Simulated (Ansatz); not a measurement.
# Two inputs for Ge₃N₄

Cell: an entry of the Crystallography Open Database (COD), whose atoms a relaxation with PBE at fixed cell left in place.

Space group Fd-3m:1 (No. 227); a = 8.3091 Å.

```
site  Wyckoff  site symmetry       x       y       z
 Ge1      16d           .-3m  0.1250  0.1250  0.6250
 Ge5       8a           -43m  0.5000  0.5000  0.0000
   N      32e            .3m  0.8832  0.8832  0.3832
```

One atom of each set is listed; the run and its k-mesh use a cell of 14 atoms with edges of 5.88, 5.88, 5.88 Å.

Reference run. The numbers come from a DFT calculation in Ansatz (PBE, plane waves and PAW (field gradients read without the response of the frozen cores, which leaves them typically 4 to 6 % off), scalar-relativistic, 420 eV cutoff, Γ-centred 6×6×6 k-points, Fermi–Dirac smearing 0.02 eV).

Problem. The input is changed as follows: `total_charge`: not typed → -1; `accuracy`: not typed → high; `scf.initial_density.chi_scale`: not typed → 0.0. What happens to V_zz (10²¹ V/m²) and η?

Solution. 

```csv
site,V_zz reference,η reference,V_zz changed,η changed
Ge1,-0.85,0.00,-1.22,0.00
N,4.37,0.00,4.16,0.00
```

The largest change of V_zz is on Ge1, from -0.85 to -1.22. In per cent, |V_zz| changes by -5 on N (all sites that start above 2). Sites without a gradient aren't listed. The changed cell holds a charge of -1 on a uniform background, so it isn't the neutral crystal. It has an odd number of electrons and no spin polarisation, so the extra carrier is shared by both spins and spread out, where a real one carries spin and can localise. The gap no longer holds the Fermi energy in the changed run, so its gradients also hang on the k-mesh and the smearing.
